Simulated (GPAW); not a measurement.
# AlNi3 (Fm-3m) in GPAW: a series of runs

Aim: see how the results for AlNi3 move with the level of theory and the settings. Levels: PBEsol+D3(BJ), PBEsol+D3(BJ)+ATM, PBEsol+D4. Tasks: relaxation of cell and atoms.

All numbers are computed with GPAW 26.7.0; they aren't measurements. Logs are shortened: lines on timing, memory, paths and dates and some standing lists are left out, and cuts for length are marked. The log counts tension as positive stress, the text compression.

### Step 1. The structure

Symmetry: Fm-3m, No. 225, cubic system. The conventional cell has a = 5.604 Å, b = 5.604 Å, c = 5.604 Å, α = 90.00°, β = 90.00°, γ = 90.00°. Ni (site symmetry -43m) has 4 Al at 2.43 Å and 4 Ni at 2.43 Å as nearest neighbours. Ni (site symmetry m-3m) is surrounded by 8 Ni at 2.43 Å. Al (site symmetry m-3m) has 8 Ni at 2.43 Å as nearest neighbours.

The cell comes from a database or a generator and needn't be the stable form of this composition.

### Step 2. Relaxation of cell and atoms, PBEsol+D3(BJ), collinear spin, ferromagnetic start

File run.py:

```python
from ase import Atoms
from ase.calculators.mixing import SumCalculator
from ase.filters import FrechetCellFilter
from ase.io import write
from ase.optimize import BFGS
from dftd3.ase import DFTD3
from gpaw import GPAW, PW, setup_paths

setup_paths.insert(0, '.')

atoms = Atoms(['Ni', 'Ni', 'Ni', 'Al'],
              cell=[[0.0, 2.8018887551, 2.8018887551],
                    [2.8018887551, 0.0, 2.8018887551],
                    [2.8018887551, 2.8018887551, 0.0]],
              scaled_positions=[[0.75, 0.75, 0.75],
                                [0.0, 0.0, 0.0],
                                [0.25, 0.25, 0.25],
                                [0.5, 0.5, 0.5]],
              pbc=True)
atoms.set_initial_magnetic_moments([1.0, 1.0, 1.0, 0.0])

calc = GPAW(mode=PW(600),
            xc='PBEsol',
            kpts={'size': (6, 6, 6), 'gamma': True},
            occupations={'name': 'fermi-dirac', 'width': 0.05},
            nbands=45,
            convergence={'density': 1e-05, 'forces': 0.0001},
            maxiter=150,
            txt='gpaw.txt')
atoms.calc = SumCalculator([calc, DFTD3(method='pbesol', damping='d3bj')])
opt = BFGS(FrechetCellFilter(atoms), trajectory='relax.traj', logfile='-')
done = opt.run(fmax=0.02, steps=60)
calc.write('gs.gpw')
write('result.traj', atoms)
print('Converged:', done)
print('Cell:', atoms.cell.cellpar().round(4))
print('Volume:', round(atoms.get_volume(), 4))
print(atoms.get_scaled_positions().round(5))
```

Potentials or basis: PAW data sets generated in the run's folder for this functional, pw.

The run is started by

```bash
$ gpaw-setup -f PBEsol Al Ni
$ OMP_NUM_THREADS=1 python run.py
```

gpaw.txt:

```text
__  _  _
 | _ |_)|_||  |
 |__||  | ||/\| - 26.7.0

Input parameters:
  mode=PW(ecut=600.0),
  convergence={'density': 1e-05, 'forces': 0.0001},
  kpts=MonkhorstPack(size=(6, 6, 6), gamma=True),
  maxiter=150,
  nbands=45,
  occupations=Occupations(name='fermi-dirac', width=0.05),
  xc=XC(name='PBEsol')

Diagonalizing LCAO Hamiltonian
Converting LCAO to pw mode

                    Ni

                Al

           Ni

       Ni

Atoms  # Å, Bohr magnetons
|   | symbol |        x |        y |        z |    initial magnetic moments |
|---|--------|----------|----------|----------|-----------------------------|
| 0 |     Ni | 4.202833 | 4.202833 | 4.202833 | ( 0.0000,  0.0000,  1.0000) |
| 1 |     Ni | 0.000000 | 0.000000 | 0.000000 | ( 0.0000,  0.0000,  1.0000) |
| 2 |     Ni | 1.400944 | 1.400944 | 1.400944 | ( 0.0000,  0.0000,  1.0000) |
| 3 |     Al | 2.801889 | 2.801889 | 2.801889 | ( 0.0000,  0.0000,  0.0000) |

Unit cell  # Å
| periodic |        x |        y |        z |  lengths |    angles |
|----------|----------|----------|----------|----------|-----------|
|      yes | 0.000000 | 2.801889 | 2.801889 | 3.962469 | 60.000000 |
|      yes | 2.801889 | 0.000000 | 2.801889 | 3.962469 | 60.000000 |
|      yes | 2.801889 | 2.801889 | 0.000000 | 3.962469 | 60.000000 |

Number of symmetries: 48
Symmetry operations  # r_c * U_cc + t_c -> r_c
|    | kind |            matrix            |
|----|------|------------------------------|
|  0 |  σ   |  1, 0, 0,  1, 0,-1,  1,-1, 0 |
|  1 |  C2  |  1, 0, 0,  1,-1, 0,  1, 0,-1 |
|  2 |  E   |  1, 0, 0,  0, 1, 0,  0, 0, 1 |
|  3 |  σ   |  1, 0, 0,  0, 0, 1,  0, 1, 0 |
|  4 |  C4  |  1, 0,-1,  1, 0, 0,  1,-1, 0 |
|  5 |  S6  |  1, 0,-1,  1,-1, 0,  1, 0, 0 |
|  6 |  σ   |  1, 0,-1,  0, 1,-1,  0, 0,-1 |
|  7 |  C3  |  1, 0,-1,  0, 0,-1,  0, 1,-1 |
|  8 |  S6  |  1,-1, 0,  1, 0, 0,  1, 0,-1 |
|  9 |  C4  |  1,-1, 0,  1, 0,-1,  1, 0, 0 |
| 10 |  C3  |  1,-1, 0,  0,-1, 1,  0,-1, 0 |
| 11 |  σ   |  1,-1, 0,  0,-1, 0,  0,-1, 1 |
| 12 |  σ   |  0, 1, 0,  1, 0, 0,  0, 0, 1 |
| 13 |  C4  |  0, 1, 0,  0, 1,-1, -1, 1, 0 |
| 14 |  C3  |  0, 1, 0,  0, 0, 1,  1, 0, 0 |
| 15 |  S6  |  0, 1, 0, -1, 1, 0,  0, 1,-1 |
| 16 |  C2  |  0, 1,-1,  1, 0,-1,  0, 0,-1 |
| 17 |  σ   |  0, 1,-1,  0, 1, 0, -1, 1, 0 |
| 18 |  S4  |  0, 1,-1,  0, 0,-1,  1, 0,-1 |
| 19 |  C4  |  0, 1,-1, -1, 1, 0,  0, 1, 0 |
| 20 |  C3  |  0, 0, 1,  1, 0, 0,  0, 1, 0 |
| 21 |  σ   |  0, 0, 1,  0, 1, 0,  1, 0, 0 |
[... 233 lines left out ...]
No gap
No difference between direct/indirect transitions

Stress tensor  # eV/Ang^3
|         x |         y |         z |
|-----------|-----------|-----------|
| -0.008797 |  0.000000 |  0.000000 |
|  0.000000 | -0.008797 |  0.000000 |
|  0.000000 |  0.000000 | -0.008797 |

Forces  # eV/Ang
|        x |        y |       z |
|----------|----------|---------|
|  0.00000 | -0.00000 | 0.00000 |  # Ni   0
|  0.00000 | -0.00000 | 0.00000 |  # Ni   1
| -0.00000 |  0.00000 | 0.00000 |  # Ni   2
|  0.00000 |  0.00000 | 0.00000 |  # Al   3

Interpolating wave functions to new cell

                    Ni

                Al

           Ni

       Ni

Atoms  # Å, Bohr magnetons
|   | symbol |        x |        y |        z |    initial magnetic moments |
|---|--------|----------|----------|----------|-----------------------------|
| 0 |     Ni | 4.197916 | 4.197916 | 4.197916 | ( 0.0000,  0.0000, -0.0000) |
| 1 |     Ni | 0.000000 | 0.000000 | 0.000000 | ( 0.0000,  0.0000, -0.0000) |
| 2 |     Ni | 1.399305 | 1.399305 | 1.399305 | ( 0.0000,  0.0000, -0.0000) |
| 3 |     Al | 2.798611 | 2.798611 | 2.798611 | ( 0.0000,  0.0000, -0.0000) |

Unit cell  # Å
| periodic |        x |        y |         z |  lengths |    angles |
|----------|----------|----------|-----------|----------|-----------|
|      yes | 0.000000 | 2.798611 |  2.798611 | 3.957833 | 60.000000 |
|      yes | 2.798611 | 0.000000 |  2.798611 | 3.957833 | 60.000000 |
|      yes | 2.798611 | 2.798611 | -0.000000 | 3.957833 | 60.000000 |

Number of symmetries: 48
Symmetry operations  # r_c * U_cc + t_c -> r_c
|    | kind |            matrix            |
|----|------|------------------------------|
|  0 |  σ   |  1, 0, 0,  1, 0,-1,  1,-1, 0 |
|  1 |  C2  |  1, 0, 0,  1,-1, 0,  1, 0,-1 |
|  2 |  E   |  1, 0, 0,  0, 1, 0,  0, 0, 1 |
|  3 |  σ   |  1, 0, 0,  0, 0, 1,  0, 1, 0 |
|  4 |  C4  |  1, 0,-1,  1, 0, 0,  1,-1, 0 |
|  5 |  S6  |  1, 0,-1,  1,-1, 0,  1, 0, 0 |
|  6 |  σ   |  1, 0,-1,  0, 1,-1,  0, 0,-1 |
|  7 |  C3  |  1, 0,-1,  0, 0,-1,  0, 1,-1 |
|  8 |  S6  |  1,-1, 0,  1, 0, 0,  1, 0,-1 |
|  9 |  C4  |  1,-1, 0,  1, 0,-1,  1, 0, 0 |
| 10 |  C3  |  1,-1, 0,  0,-1, 1,  0,-1, 0 |
| 11 |  σ   |  1,-1, 0,  0,-1, 0,  0,-1, 1 |
| 12 |  σ   |  0, 1, 0,  1, 0, 0,  0, 0, 1 |
| 13 |  C4  |  0, 1, 0,  0, 1,-1, -1, 1, 0 |
| 14 |  C3  |  0, 1, 0,  0, 0, 1,  1, 0, 0 |
| 15 |  S6  |  0, 1, 0, -1, 1, 0,  0, 1,-1 |
| 16 |  C2  |  0, 1,-1,  1, 0,-1,  0, 0,-1 |
| 17 |  σ   |  0, 1,-1,  0, 1, 0, -1, 1, 0 |
| 18 |  S4  |  0, 1,-1,  0, 0,-1,  1, 0,-1 |
| 19 |  C4  |  0, 1,-1, -1, 1, 0,  0, 1, 0 |
| 20 |  C3  |  0, 0, 1,  1, 0, 0,  0, 1, 0 |
| 21 |  σ   |  0, 0, 1,  0, 1, 0,  1, 0, 0 |
[... 227 lines left out ...]
No gap
No difference between direct/indirect transitions

Stress tensor  # eV/Ang^3
|         x |         y |         z |
|-----------|-----------|-----------|
| -0.013434 |  0.000000 |  0.000000 |
|  0.000000 | -0.013434 |  0.000000 |
|  0.000000 |  0.000000 | -0.013434 |

Forces  # eV/Ang
|        x |        y |        z |
|----------|----------|----------|
|  0.00000 | -0.00000 | -0.00000 |  # Ni   0
|  0.00000 |  0.00000 | -0.00000 |  # Ni   1
|  0.00000 | -0.00000 |  0.00000 |  # Ni   2
| -0.00000 | -0.00000 | -0.00000 |  # Al   3

Interpolating wave functions to new cell

                    Ni

                Al

           Ni

       Ni

Atoms  # Å, Bohr magnetons
|   | symbol |         x |        y |        z |    initial magnetic moments |
|---|--------|-----------|----------|----------|-----------------------------|
| 0 |     Ni |  4.169802 | 4.169802 | 4.169802 | ( 0.0000,  0.0000, -0.0000) |
| 1 |     Ni | -0.000000 | 0.000000 | 0.000000 | ( 0.0000,  0.0000, -0.0000) |
| 2 |     Ni |  1.389934 | 1.389934 | 1.389934 | ( 0.0000,  0.0000, -0.0000) |
| 3 |     Al |  2.779868 | 2.779868 | 2.779868 | ( 0.0000,  0.0000,  0.0000) |

Unit cell  # Å
| periodic |         x |         y |         z |  lengths |    angles |
|----------|-----------|-----------|-----------|----------|-----------|
|      yes | -0.000000 |  2.779868 |  2.779868 | 3.931327 | 60.000000 |
|      yes |  2.779868 | -0.000000 |  2.779868 | 3.931327 | 60.000000 |
|      yes |  2.779868 |  2.779868 | -0.000000 | 3.931327 | 60.000000 |

Number of symmetries: 48
Symmetry operations  # r_c * U_cc + t_c -> r_c
|    | kind |            matrix            |
|----|------|------------------------------|
|  0 |  σ   |  1, 0, 0,  1, 0,-1,  1,-1, 0 |
|  1 |  C2  |  1, 0, 0,  1,-1, 0,  1, 0,-1 |
|  2 |  E   |  1, 0, 0,  0, 1, 0,  0, 0, 1 |
|  3 |  σ   |  1, 0, 0,  0, 0, 1,  0, 1, 0 |
|  4 |  C4  |  1, 0,-1,  1, 0, 0,  1,-1, 0 |
|  5 |  S6  |  1, 0,-1,  1,-1, 0,  1, 0, 0 |
|  6 |  σ   |  1, 0,-1,  0, 1,-1,  0, 0,-1 |
|  7 |  C3  |  1, 0,-1,  0, 0,-1,  0, 1,-1 |
|  8 |  S6  |  1,-1, 0,  1, 0, 0,  1, 0,-1 |
|  9 |  C4  |  1,-1, 0,  1, 0,-1,  1, 0, 0 |
| 10 |  C3  |  1,-1, 0,  0,-1, 1,  0,-1, 0 |
| 11 |  σ   |  1,-1, 0,  0,-1, 0,  0,-1, 1 |
| 12 |  σ   |  0, 1, 0,  1, 0, 0,  0, 0, 1 |
| 13 |  C4  |  0, 1, 0,  0, 1,-1, -1, 1, 0 |
| 14 |  C3  |  0, 1, 0,  0, 0, 1,  1, 0, 0 |
| 15 |  S6  |  0, 1, 0, -1, 1, 0,  0, 1,-1 |
| 16 |  C2  |  0, 1,-1,  1, 0,-1,  0, 0,-1 |
| 17 |  σ   |  0, 1,-1,  0, 1, 0, -1, 1, 0 |
| 18 |  S4  |  0, 1,-1,  0, 0,-1,  1, 0,-1 |
| 19 |  C4  |  0, 1,-1, -1, 1, 0,  0, 1, 0 |
| 20 |  C3  |  0, 0, 1,  1, 0, 0,  0, 1, 0 |
| 21 |  σ   |  0, 0, 1,  0, 1, 0,  1, 0, 0 |
[... 228 lines left out ...]
No gap
No difference between direct/indirect transitions

Stress tensor  # eV/Ang^3
|         x |         y |         z |
|-----------|-----------|-----------|
| -0.041527 | -0.000000 | -0.000000 |
| -0.000000 | -0.041527 | -0.000000 |
| -0.000000 | -0.000000 | -0.041527 |

Forces  # eV/Ang
|        x |        y |        z |
|----------|----------|----------|
| -0.00000 | -0.00000 | -0.00000 |  # Ni   0
| -0.00000 |  0.00000 |  0.00000 |  # Ni   1
| -0.00000 |  0.00000 | -0.00000 |  # Ni   2
|  0.00000 | -0.00000 |  0.00000 |  # Al   3

# Writing to gs.gpw (mode='')
```

Run time: 3.5 min. Hardware: 1 thread of Arm Neoverse V1, shared host; peak memory 0.25 GiB.

What came out:

```yaml
Free_energy: -31.2040 eV
Relaxed_volume: 10.74 Å³/atom
Relaxed_cell: a = 3.931 Å, b = 3.931 Å, c = 3.931 Å, α = 60.00°, β = 60.00°, γ = 60.00°
Space_group_after_relaxing_to_0.05_Å: Fm-3m (No. 225)
Energy_gained_by_relaxing: 3.8 meV/atom
Ionic_steps: 3
Pressure_after_relaxing: 0.1 GPa
Band_gap_on_the_k_mesh: none (metal or under the smearing width)
Net_moment: 0.00 μB per cell
Dispersion_energy_per_atom: -0.438 eV
```

Step by step:
```csv
step,energy change (eV),largest force (eV/Å),pressure (GPa),volume (Å³)
1,0.0000,0.0000,-4.78,43.99
2,-0.0043,0.0000,-4.08,43.84
3,-0.0153,0.0000,0.14,42.96
```

Final structure:
```
Ni Al
1.0
     0.00000    2.77987    2.77987
     2.77987    0.00000    2.77987
     2.77987    2.77987    0.00000
Ni Al
3 1
Direct
  0.75000 0.75000 0.75000
  0.00000 0.00000 0.00000
  0.25000 0.25000 0.25000
  0.50000 0.50000 0.50000
```

Caveat: each step starts from the last one's moments, so a moment once lost doesn't come back; the stock nickel data set gives pressures a few GPa off other programs; later steps reuse the first step's grids; pairwise dispersion overbinds metals, which lowers pressure and volume.

### Step 3. Relaxation of cell and atoms, PBEsol+D3(BJ)+ATM, collinear spin, ferromagnetic start

Changes to run.py since step 2:

```diff
@@ -29,3 +29,3 @@
             txt='gpaw.txt')
-atoms.calc = SumCalculator([calc, DFTD3(method='pbesol', damping='d3bj')])
+atoms.calc = SumCalculator([calc, DFTD3(damping='d3bj', params_tweaks=dict(method='pbesol', atm=True))])
 opt = BFGS(FrechetCellFilter(atoms), trajectory='relax.traj', logfile='-')
```

Potentials or basis: PAW data sets generated in the run's folder for this functional, pw.

The run is started by

```bash
$ gpaw-setup -f PBEsol Al Ni
$ OMP_NUM_THREADS=1 python run.py
```

Run time: 3.5 min. Hardware: 1 thread of Arm Neoverse V1, shared host; peak memory 0.29 GiB.

It converged, with:

| Property | Result |
| --- | --- |
| Free energy | -30.9945 eV |
| Relaxed volume | 10.82 Å³/atom |
| Relaxed cell | a = 3.941 Å, b = 3.941 Å, c = 3.941 Å, α = 60.00°, β = 60.00°, γ = 60.00° |
| Space group after relaxing (to 0.05 Å) | Fm-3m (No. 225) |
| Energy gained by relaxing | 1.9 meV/atom |
| Ionic steps | 3 |
| Pressure after relaxing | 0.1 GPa |
| Band gap on the k mesh | none (metal or under the smearing width) |
| Net moment | 0.00 μB per cell |
| Dispersion energy per atom | -0.382 eV |

Step by step:
| step | energy change (eV) | largest force (eV/Å) | pressure (GPa) | volume (Å³) |
| --- | --- | --- | --- | --- |
| 1 | 0.0000 | 0.0000 | -3.34 | 43.99 |
| 2 | -0.0021 | 0.0000 | -2.85 | 43.88 |
| 3 | -0.0075 | 0.0000 | 0.07 | 43.28 |

Final structure:
```cif
data_structure
_symmetry_space_group_name_H-M 'P 1'
_symmetry_Int_Tables_number 1
_cell_length_a 3.9409
_cell_length_b 3.9409
_cell_length_c 3.9409
_cell_angle_alpha 60.000
_cell_angle_beta 60.000
_cell_angle_gamma 60.000
_cell_volume 43.28
loop_
_atom_site_label
_atom_site_type_symbol
_atom_site_fract_x
_atom_site_fract_y
_atom_site_fract_z
_atom_site_occupancy
Ni1 Ni 0.75000 0.75000 0.75000 1
Ni2 Ni 0.00000 0.00000 0.00000 1
Ni3 Ni 0.25000 0.25000 0.25000 1
Al1 Al 0.50000 0.50000 0.50000 1
```

Levels at points of the mesh, in eV from the Fermi level:
Spin up:
```tsv
k point	band 23	band 24	band 25	band 26	band 27	band 28
(0.00, 0.00, 0.00)	-0.53	-0.49	-0.49	5.52	5.52	5.52
(0.50, 0.50, 0.00)	-0.74	-0.56	-0.34	-0.31	-0.31	0.01
(0.50, 0.50, 0.50)	-0.62	-0.44	-0.44	-0.09	4.37	4.37
```
Spin down:
| k point | band 22 | band 23 | band 24 | band 25 | band 26 | band 27 | band 28 | band 29 |
| --- | --- | --- | --- | --- | --- | --- | --- | --- |
| (0.00, 0.00, 0.00) | -0.53 | -0.53 | -0.49 | -0.49 | 5.52 | 5.52 | 5.52 | 6.09 |
| (0.50, 0.50, 0.00) | -1.04 | -0.74 | -0.56 | -0.34 | -0.31 | -0.31 | 0.01 | 4.40 |
| (0.50, 0.50, 0.50) | -0.62 | -0.62 | -0.44 | -0.44 | -0.09 | 4.37 | 4.37 | 4.97 |

Caveat: each step starts from the last one's moments, so a moment once lost doesn't come back; the stock nickel data set gives pressures a few GPa off other programs; later steps reuse the first step's grids; pairwise dispersion overbinds metals, which lowers pressure and volume.

### Step 4. Relaxation of cell and atoms, PBEsol+D4, collinear spin, ferromagnetic start

Changes to run.py since step 3:

```diff
@@ -5,3 +5,3 @@
 from ase.optimize import BFGS
-from dftd3.ase import DFTD3
+from dftd4.ase import DFTD4
 from gpaw import GPAW, PW, setup_paths
@@ -29,3 +29,3 @@
             txt='gpaw.txt')
-atoms.calc = SumCalculator([calc, DFTD3(damping='d3bj', params_tweaks=dict(method='pbesol', atm=True))])
+atoms.calc = SumCalculator([calc, DFTD4(method='pbesol')])
 opt = BFGS(FrechetCellFilter(atoms), trajectory='relax.traj', logfile='-')
```

The run is started by

```bash
$ gpaw-setup -f PBEsol Al Ni
$ OMP_NUM_THREADS=1 python run.py
```

Wall time 5.9 min (1 thread of Arm Neoverse V1, shared host); peak memory 0.33 GiB.

Results (log left out):

```yaml
Free_energy: -30.5500 eV
Relaxed_volume: 10.89 Å³/atom
Relaxed_cell: a = 3.949 Å, b = 3.949 Å, c = 3.949 Å, α = 60.00°, β = 60.00°, γ = 60.00°
Space_group_after_relaxing_to_0.05_Å: Fm-3m (No. 225)
Energy_gained_by_relaxing: 0.7 meV/atom
Ionic_steps: 3
Pressure_after_relaxing: 0.0 GPa
Band_gap_on_the_k_mesh: none (metal or under the smearing width)
Net_moment: 0.00 μB per cell
Dispersion_energy_per_atom: -0.269 eV
```

Step by step:
```
step  energy change (eV)  largest force (eV/Å)  pressure (GPa)  volume (Å³)
   1              0.0000                0.0000           -2.09        43.99
   2             -0.0008                0.0000           -1.78        43.93
   3             -0.0029                0.0000            0.02        43.55
```

Final structure:
```
Ni Al
1.0
     0.00000    2.79243    2.79243
     2.79243    0.00000    2.79243
     2.79243    2.79243    0.00000
Ni Al
3 1
Direct
  0.75000 0.75000 0.75000
  0.00000 0.00000 0.00000
  0.25000 0.25000 0.25000
  0.50000 0.50000 0.50000
```

Levels at points of the mesh, in eV from the Fermi level:
Spin up:
```tsv
k point	band 22	band 23	band 24	band 25	band 26	band 27	band 28	band 29
(0.00, 0.00, 0.00)	-0.52	-0.52	-0.49	-0.49	5.50	5.50	5.50	6.05
(0.50, 0.00, 0.00)	-0.62	-0.62	-0.44	-0.44	-0.09	4.36	4.36	4.94
(0.50, 0.50, 0.00)	-1.03	-0.73	-0.56	-0.33	-0.31	-0.31	0.01	4.37
(0.50, 0.50, 0.50)	-0.62	-0.62	-0.44	-0.44	-0.09	4.36	4.36	4.94
```
Spin down:
```csv
k point,band 22,band 23,band 24,band 25,band 26,band 27,band 28,band 29
"(0.00, 0.00, 0.00)",-0.52,-0.52,-0.49,-0.49,5.50,5.50,5.50,6.05
"(0.50, 0.00, 0.00)",-0.62,-0.62,-0.44,-0.44,-0.09,4.36,4.36,4.94
"(0.50, 0.50, 0.00)",-1.03,-0.73,-0.56,-0.33,-0.31,-0.31,0.01,4.37
"(0.50, 0.50, 0.50)",-0.62,-0.62,-0.44,-0.44,-0.09,4.36,4.36,4.94
```

Caveat: each step starts from the last one's moments, so a moment once lost doesn't come back; the stock nickel data set gives pressures a few GPa off other programs; later steps reuse the first step's grids; pairwise dispersion overbinds metals, which lowers pressure and volume.

### Step 5. The runs side by side

```tsv
level	gap on the mesh (eV)	pressure (GPa)	moment (μB)	relaxed volume (Å³/atom)
PBEsol+D3(BJ)	none	0.1	0.00	10.74
PBEsol+D3(BJ)+ATM	none	0.1	0.00	10.82
PBEsol+D4	none	0.0	0.00	10.89
```

Alike in all rows: task relaxation of cell and atoms; potentials or basis PAW data sets generated in the run's folder for this functional, pw; spin collinear, ferromagnetic start; cell relaxed; k mesh 6 × 6 × 6; cutoff (eV) 600; smearing fermi-dirac 0.05 eV.

Caveats: each step starts from the last one's moments, so a moment once lost doesn't come back; the stock nickel data set gives pressures a few GPa off other programs; later steps reuse the first step's grids; pairwise dispersion overbinds metals, which lowers pressure and volume.

Total energies depend on the potentials used, so only differences within one code and one set of settings carry meaning.
